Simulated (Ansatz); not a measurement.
# CsBr: the cell at several levels of theory

An exercise on one series of results from a longer session: the logs are not shown, and one member is left open.

The runs shown are made with Ansatz 0.2.0. PAW datasets, plane waves, zero pressure. The values are computed, spin-unpolarised, and not measurements.

**The cell**

The symmetry is Pm-3m (No. 221, cubic); conventional cell a = 4.326 Å, 40.47 Å³ an atom. Around Cs lie 8 Br at 3.75 Å; around Br lie 8 Cs at 3.75 Å.

Structure file:

```cif
data_structure
_symmetry_space_group_name_H-M 'Pm-3m'
_symmetry_Int_Tables_number 221
_cell_length_a 4.3256
_cell_length_b 4.3256
_cell_length_c 4.3256
_cell_angle_alpha 90.000
_cell_angle_beta 90.000
_cell_angle_gamma 90.000
_cell_volume 80.94
loop_
_atom_site_label
_atom_site_type_symbol
_atom_site_symmetry_multiplicity
_atom_site_Wyckoff_symbol
_atom_site_fract_x
_atom_site_fract_y
_atom_site_fract_z
_atom_site_occupancy
Cs1 Cs 1 a 0.00000 0.00000 0.00000 1
Br1 Br 1 b 0.50000 0.50000 0.50000 1
```

The first run:

input.yaml reads:

```yaml
crystal:
  lattice:
    - [4.32562222, 0.0, 0.0]
    - [0.0, 4.32562222, 0.0]
    - [0.0, 0.0, 4.32562222]
  atoms:
    - { symbol: Cs, position: [0.0, 0.0, 0.0] }
    - { symbol: Br, position: [0.5, 0.5, 0.5] }
kpoints:
  mp_grid: { grid: [6, 6, 6] }
hamiltonian:
  xc: pbe
scf:
  occupations: { method: fermi_dirac, width: 0.02 }
relax:
  f_tol: 0.005
  cell: {}
```

Launch:

```
$ ansatz run input.yaml --threads 2 --pin off --max-ram 29491MiB --backend cpu --events-out ev --progress --plain --runs-dir out
```

Steps of the session up to this table: Relaxation with PBE; Relaxing with r2SCAN; Relaxation with PBEsol; Relaxation with LDA; Relaxation with HSE06.

One of the session's tables, all rows but one given; the rest of the session is left out.

| level | a (Å) | volume (Å³/atom) |
| --- | --- | --- |
| PBE | ? | ? |
| r2SCAN | 4.320 | 40.310 |
| PBEsol | 4.246 | 38.271 |
| LDA | 4.141 | 35.495 |
| HSE06 | 4.357 | 41.366 |

Q: Estimate the row for PBE from the others.

The run gave: a (Å): 4.387; volume (Å³/atom): 42.201. In the column «a (Å)» it is the highest.

LDA gives the smallest cell and PBE the largest; they differ by 18.9 % in volume, a mean of 5.9 % in length. The meshes differ: PBE 6×6×6, r2SCAN 6×6×6, PBEsol 6×6×6, LDA 6×6×6, HSE06 4×4×4.
